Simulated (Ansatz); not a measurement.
The system is Ta.

```
CELL_PARAMETERS angstrom
2.90037 0.00000 0.00000
-1.45019 2.51180 0.00000
0.00000 0.00000 5.16627
ATOMIC_POSITIONS crystal
Ta 0.33333 0.66667 0.25000
Ta 0.66667 0.33333 0.75000
```

This isn't the form of Ta at room conditions, which is bcc.

Below is the output of Ansatz 0.2.0 for this cell. Logs are shortened: lines on timing, memory, paths and dates and some standing lists are left out, and cuts for length are marked.

```text
Warning: RAYON_NUM_THREADS=2 ignored (pool sized by the plan → 2); use --threads N
Engine: ansatz 0.2.0, aarch64-unknown-linux-gnu
Pseudopotentials: kind: paw
Pseudopotential: Ta, paw, valence charge 13, recommended cutoff 420 eV (normal), Ta.paw.azcp
Functional definition: PBE
  parameter kappa = 0.804
  parameter beta = 0.06672455060314922
  exchange = pbe_x(kappa = kappa, mu = beta*pi^2/3)
  correlation = pbe_c(beta = beta)
Crystal: 2 atoms, lattice volume = 37.637 Å³
Basis set: ecut = 420 eV, 725 PW (Γ), exchange–correlation on 40×40×72 points (8 copies of the dense FFT grid, shifted against one another)
Bands: 17, of which v1, the nominal top of the filled ones, is band 13 counted from 1 (12 counted from 0)
Symmetry: 24 space group operations
Space group: P63/mmc (ITA 194), of the structure as read, at distance tolerance 3.4e-5 Å
k-points: 48 of 605
Non-local potential: Ta, projectors of the file, l = 0: 3, l = 1: 2, l = 2: 2, l = 3: 1
PAW form: soft (Blöchl's): semilocal exchange-correlation on the pseudo side does not see the compensation charge
PAW one-centre angular grid: Ta, 590 points (default); XC on 64 Gauss nodes
Initial density: superposition of atomic densities (neutral atoms: chi_scale 0, normalization atom), corrected by the library's trained network
Initial wavefunctions: pseudopotential atomic-orbital guess
Functional: x = pbe(κ = 0.804, μ = 0.2195149727645171), c = pbe(β = 0.06672455060314922)
SCF iter   1: F=—  HF=-19863.954469 eV  |F-HF|=—  |Δ(HF+E_count)|=         —  Δρ=6.22e-3  dr2=1.07e-2  ethr=1.77e-3  ⟨swp⟩=5.9  Hψ=3729  notcnv=0
preconditioner: auto → Kerker (q_TF=auto, 2.565 Å⁻¹)  [metal: Δε(μ)=0.005 eV  Ē_g=4.540 eV  σ=0.011 eV  W_gap=0.24  n_scr=10 (ndim 8)  ℏωp=19.1 eV  f_vac=0.000  D(μ)=7.47/eV (n_scr^D=134)]
SCF iter   2: F=—  HF=-19863.952834 eV  |F-HF|=—  |Δ(HF+E_count)|=   1.64e-3  Δρ=3.86e-3  dr2=4.76e-3  ethr=4.11e-5  ⟨swp⟩=2.0  Hψ=1388  notcnv=0  defer=7
SCF iter   3: F=—  HF=-19863.951617 eV  |F-HF|=—  |Δ(HF+E_count)|=   1.22e-3  Δρ=5.06e-4  dr2=4.79e-5  ethr=1.83e-5  ⟨swp⟩=2.0  Hψ=1218  notcnv=0  defer=14
SCF iter   4: F=—  HF=-19863.951629 eV  |F-HF|=—  |Δ(HF+E_count)|=   1.23e-5  Δρ=1.29e-4  dr2=3.31e-6  ethr=1.84e-7  ⟨swp⟩=2.5  Hψ=1487  notcnv=0  defer=15
iter 5 did not close the SCF: its close was put off for the readings that it lacked (scf_convergence_deferred on its scf_iter line)
SCF iter   5: F=-19863.951629 eV  HF=-19863.951629 eV  |F-HF|=1.40e-8  |Δ(HF+E_count)|=   2.49e-7  Δρ=2.32e-5  dr2=8.15e-8  ethr=1.27e-8  ⟨swp⟩=1.0  Hψ=807  notcnv=0  defer=15
SCF iter   6: F=-19863.951629 eV  HF=-19863.951629 eV  |F-HF|=8.00e-10  |Δ(HF+E_count)|=   2.38e-8  Δρ=4.41e-6  dr2=3.53e-9  ethr=3.14e-10  ⟨swp⟩=7.0  Hψ=4784  notcnv=0
SCF 1 converged in 6 iterations: F = -19863.951629 eV  dr2 = 3.53e-9
  greatest PAW one-centre occupation: 0.999 electrons in one spin orbital (limit 2), on the Ta atom at site 1 (counted from 0), in its partial waves of l = 0
SCF converged after 6 iterations
Free energy (F): -19863.951629 eV
Harris-Foulkes:  -19863.951629 eV  (|F-HF|=8.00e-10)
Internal energy: -19863.951168 eV  (E = F + TS)
E sigma→0 (E₀):  -19863.951398 eV
Entropy (-TS):   -0.000461 eV (-0.231 meV/atom)
Fermi energy:    18.212502 eV
--- Per-component energies (eV) ---
  E_band       = -229.874255
  E_kinetic    = 730.089064
  E_local      = -1152.936772  (includes V_loc(G=0)·N_el)
  E_nonlocal   = 29.238685
  E_hartree    = 398.057636
  E_xc         = -436.104740
  E_vxc        = -407.012263  (∫ρ·V_xc dr)
  E_paw        = -16792.882271  (= ΣΔE_a)
  E_vpaw       = -225.367431  (= ΣTr[D̂ρ^β])
  E_aug_tail   = 0.000313  (compensation charges beyond the density's cutoff)
  E_ewald      = -2639.413084
  E_smearing   = -0.000461  (= −TS)
  E_closure    = -0.000000  (closes the sum)
  Σ components = -19863.951629   (vs F -19863.951629, Δ=0.00e0)
--- Forces (eV/Å), atoms counted from 1 ---
  atom   1  Ta    -0.00000000    -0.00000000     0.00000000
  atom   2  Ta     0.00000000     0.00000000     0.00000000
  max |Σ_I F_I| component: 9.25e-18 eV/Å
--- Stress (GPa, compression-positive) ---
       -1.615282       0.000000       0.000000
       -0.000000      -1.615282       0.000000
        0.000000       0.000000       0.107797
  P = ⅓ Tr σ = -1.0409 GPa (-10.409 kbar)
--- Band table (eV; the first three rows and the last of 48) ---
  k-point 0: bands = ["-49.4011", "-49.3423", "-16.3517", "-15.5387", "-15.4193", "-15.4193", "-15.3379", "-15.3379", "10.0041", "13.2713", "17.6031", "18.0224", "18.7666", "18.7666", "19.3284", "19.3284", "21.1354"]
  k-point 1: bands = ["-49.3955", "-49.3479", "-16.2780", "-15.6206", "-15.4116", "-15.4116", "-15.3457", "-15.3457", "10.3448", "13.0821", "17.4316", "17.5415", "18.7288", "18.7288", "19.1935", "19.1935", "21.4597"]
  k-point 2: bands = ["-49.3808", "-49.3627", "-16.0813", "-15.8305", "-15.3913", "-15.3913", "-15.3661", "-15.3661", "11.2557", "12.3609", "17.0089", "17.0904", "18.7458", "18.7458", "18.9273", "18.9273", "22.1904"]
  k-point 47: bands = ["-49.2782", "-49.2763", "-16.2495", "-16.2268", "-16.0445", "-15.9955", "-15.6900", "-15.6682", "15.2990", "15.6398", "16.4351", "16.4490", "17.4049", "17.6298", "19.5205", "20.1982", "23.0872"]
```

Q: What input gives this log?

A: Single point with PBE, no spin polarisation. The files as run (others can give the same):

input.yaml
```yaml
crystal:
  lattice:
    - [2.9003720726, 0.0, 0.0]
    - [-1.4501860363, 2.5117958953, 0.0]
    - [0.0, 0.0, 5.166274]
  atoms:
    - { symbol: Ta, position: [0.3333333333, 0.6666666667, 0.25] }
    - { symbol: Ta, position: [0.6666666667, 0.3333333333, 0.75] }
hamiltonian:
  xc: pbe
  pseudopotentials: { kind: paw }
kpoints:
  mp_grid: { grid: [11, 11, 5] }
scf:
  occupations: { method: gaussian, width: 0.011 }
output:
  forces: true
  stress: true
  eigenvalues: true
  write_density: true
  write_potential: true
  elf: true
  volumetric_format: npy
```

Potentials or basis: Ansatz PAW.
Launch:
```console
$ ansatz run input.yaml --threads 2 --pin off --max-ram 5632MiB --backend cpu --events-out ev --progress --plain --runs-dir out
```
